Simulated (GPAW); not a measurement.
A run of GPAW 26.7.0:

The input run.py:

```python
import numpy as np
import spglib
from ase import Atoms
from ase.calculators.mixing import SumCalculator
from ase.dft.bandgap import bandgap
from ase.io import read, write
from ase.units import GPa
from dftd3.ase import DFTD3
from gpaw import GPAW, PW, setup_paths
from gpaw.spinorbit import soc_eigenstates

setup_paths.insert(0, '.')

atoms = read('Ir.cif')
cell, positions, numbers = spglib.find_primitive(
    (atoms.cell[:], atoms.get_scaled_positions(), atoms.numbers), symprec=1e-4)
atoms = Atoms(numbers, cell=cell, scaled_positions=positions, pbc=True)

calc = GPAW(mode=PW(600),
            xc='GGA_X_OPTX+GGA_C_LYP',
            kpts={'size': (11, 11, 11), 'gamma': True},
            occupations={'name': 'fermi-dirac', 'width': 0.05},
            nbands=32,
            convergence={'density': 1e-05, 'energy': 1e-05},
            maxiter=75,
            txt='gpaw.txt')
atoms.calc = SumCalculator([calc, DFTD3(method='olyp', damping='d3bj')])
energy = atoms.get_potential_energy()
forces = atoms.get_forces()
stress = atoms.get_stress()
calc.write('gs.gpw')
write('result.traj', atoms)
print(f'Energy: {energy:.6f} eV')
print('Forces (eV/A):')
print(forces.round(4))
print('Stress (GPa):', (stress / GPa).round(3))
print('Fermi level:', round(calc.get_fermi_level(), 4), 'eV')
print(f'Gap: {bandgap(calc)[0]:.4f} eV, direct: {bandgap(calc, direct=True)[0]:.4f} eV')

path = atoms.cell.bandpath('GXWKGLUWLK,UX', npoints=60, eps=1e-4)
bs_calc = calc.fixed_density(kpts=path, symmetry='off', nbands=43,
                             convergence={'bands': 'CBM+6.0', 'eigenstates': 1e-6}, txt='bands.txt')
bs = bs_calc.band_structure()
bs.write('bs.json')
print(f'Gap on the path: {bandgap(bs_calc)[0]:.4f} eV')

soc = soc_eigenstates(bs_calc, theta=0, phi=0)
np.savetxt('soc_bands.dat', soc.eigenvalues(), fmt='%.4f')
mesh = soc_eigenstates('gs.gpw', theta=0, phi=0)
np.savetxt('soc_mesh.dat', mesh.eigenvalues(), fmt='%.4f')
print('Fermi level with spin-orbit coupling:', round(mesh.fermi_level, 4), 'eV')
```

Contents of Ir.cif:

```cif
data_Ir
_cell_length_a 3.67137755
_cell_length_b 3.67137755
_cell_length_c 3.67137755
_cell_angle_alpha 90.00000000
_cell_angle_beta 90.00000000
_cell_angle_gamma 90.00000000
_space_group_name_H-M_alt 'Fm-3m'
_space_group_name_Hall '-F 4 2 3'
_space_group_IT_number 225
loop_
_space_group_symop_operation_xyz
'x,y,z'
'-x,-y,-z'
'-y,x,z'
'y,-x,-z'
'-x,-y,z'
'x,y,-z'
'y,-x,z'
'-y,x,-z'
'x,-y,-z'
'-x,y,z'
'-y,-x,-z'
'y,x,z'
'-x,y,-z'
'x,-y,z'
'y,x,-z'
'-y,-x,z'
'z,x,y'
'-z,-x,-y'
'z,-y,x'
'-z,y,-x'
'z,-x,-y'
'-z,x,y'
'z,y,-x'
'-z,-y,x'
'-z,x,-y'
'z,-x,y'
'-z,-y,-x'
'z,y,x'
'-z,-x,y'
'z,x,-y'
'-z,y,x'
'z,-y,-x'
'y,z,x'
'-y,-z,-x'
'x,z,-y'
'-x,-z,y'
'-y,z,-x'
'y,-z,x'
'-x,z,y'
'x,-z,-y'
'-y,-z,x'
'y,z,-x'
'-x,-z,-y'
'x,z,y'
'y,-z,-x'
'-y,z,x'
'x,-z,y'
'-x,z,-y'
'x,y+1/2,z+1/2'
'-x,-y+1/2,-z+1/2'
'-y,x+1/2,z+1/2'
'y,-x+1/2,-z+1/2'
'-x,-y+1/2,z+1/2'
'x,y+1/2,-z+1/2'
'y,-x+1/2,z+1/2'
'-y,x+1/2,-z+1/2'
'x,-y+1/2,-z+1/2'
'-x,y+1/2,z+1/2'
'-y,-x+1/2,-z+1/2'
'y,x+1/2,z+1/2'
[... 40 lines left out ...]
'-x+1/2,-y,z+1/2'
'x+1/2,y,-z+1/2'
'y+1/2,-x,z+1/2'
'-y+1/2,x,-z+1/2'
'x+1/2,-y,-z+1/2'
'-x+1/2,y,z+1/2'
'-y+1/2,-x,-z+1/2'
'y+1/2,x,z+1/2'
'-x+1/2,y,-z+1/2'
'x+1/2,-y,z+1/2'
'y+1/2,x,-z+1/2'
'-y+1/2,-x,z+1/2'
'z+1/2,x,y+1/2'
'-z+1/2,-x,-y+1/2'
'z+1/2,-y,x+1/2'
'-z+1/2,y,-x+1/2'
'z+1/2,-x,-y+1/2'
'-z+1/2,x,y+1/2'
'z+1/2,y,-x+1/2'
'-z+1/2,-y,x+1/2'
'-z+1/2,x,-y+1/2'
'z+1/2,-x,y+1/2'
'-z+1/2,-y,-x+1/2'
'z+1/2,y,x+1/2'
'-z+1/2,-x,y+1/2'
'z+1/2,x,-y+1/2'
'-z+1/2,y,x+1/2'
'z+1/2,-y,-x+1/2'
'y+1/2,z,x+1/2'
'-y+1/2,-z,-x+1/2'
'x+1/2,z,-y+1/2'
'-x+1/2,-z,y+1/2'
'-y+1/2,z,-x+1/2'
'y+1/2,-z,x+1/2'
'-x+1/2,z,y+1/2'
'x+1/2,-z,-y+1/2'
'-y+1/2,-z,x+1/2'
'y+1/2,z,-x+1/2'
'-x+1/2,-z,-y+1/2'
'x+1/2,z,y+1/2'
'y+1/2,-z,-x+1/2'
'-y+1/2,z,x+1/2'
'x+1/2,-z,y+1/2'
'-x+1/2,z,-y+1/2'
'x+1/2,y+1/2,z'
'-x+1/2,-y+1/2,-z'
'-y+1/2,x+1/2,z'
'y+1/2,-x+1/2,-z'
'-x+1/2,-y+1/2,z'
'x+1/2,y+1/2,-z'
'y+1/2,-x+1/2,z'
'-y+1/2,x+1/2,-z'
'x+1/2,-y+1/2,-z'
'-x+1/2,y+1/2,z'
'-y+1/2,-x+1/2,-z'
'y+1/2,x+1/2,z'
'-x+1/2,y+1/2,-z'
'x+1/2,-y+1/2,z'
'y+1/2,x+1/2,-z'
'-y+1/2,-x+1/2,z'
'z+1/2,x+1/2,y'
'-z+1/2,-x+1/2,-y'
'z+1/2,-y+1/2,x'
'-z+1/2,y+1/2,-x'
'z+1/2,-x+1/2,-y'
'-z+1/2,x+1/2,y'
'z+1/2,y+1/2,-x'
'-z+1/2,-y+1/2,x'
'-z+1/2,x+1/2,-y'
'z+1/2,-x+1/2,y'
'-z+1/2,-y+1/2,-x'
'z+1/2,y+1/2,x'
'-z+1/2,-x+1/2,y'
'z+1/2,x+1/2,-y'
'-z+1/2,y+1/2,x'
'z+1/2,-y+1/2,-x'
'y+1/2,z+1/2,x'
'-y+1/2,-z+1/2,-x'
'x+1/2,z+1/2,-y'
'-x+1/2,-z+1/2,y'
'-y+1/2,z+1/2,-x'
'y+1/2,-z+1/2,x'
'-x+1/2,z+1/2,y'
'x+1/2,-z+1/2,-y'
'-y+1/2,-z+1/2,x'
'y+1/2,z+1/2,-x'
'-x+1/2,-z+1/2,-y'
'x+1/2,z+1/2,y'
'y+1/2,-z+1/2,-x'
'-y+1/2,z+1/2,x'
'x+1/2,-z+1/2,y'
'-x+1/2,z+1/2,-y'
loop_
_atom_site_label
_atom_site_type_symbol
_atom_site_symmetry_multiplicity
_atom_site_Wyckoff_symbol
_atom_site_fract_x
_atom_site_fract_y
_atom_site_fract_z
_atom_site_occupancy
Ir1 Ir 4 a 0.0000000000 0.0000000000 0.0000000000 1
```

Potentials or basis: PAW data sets generated in the run's folder for this functional, pw.

Launch:

```console
$ gpaw-setup -f GGA_X_OPTX+GGA_C_LYP Ir
$ OMP_NUM_THREADS=1 python run.py
```

Hardware: 1 thread of Intel(R) Xeon(R) Platinum 8488C (Sapphire Rapids), with other jobs on the host.

Estimate the wall time of this run.

Wall time 23 s on 1 thread of Intel(R) Xeon(R) Platinum 8488C (Sapphire Rapids), with other jobs on the host, peak memory 0.34 GiB. Counts: scf iterations 11, plane waves 428, bands 32, k points 56.
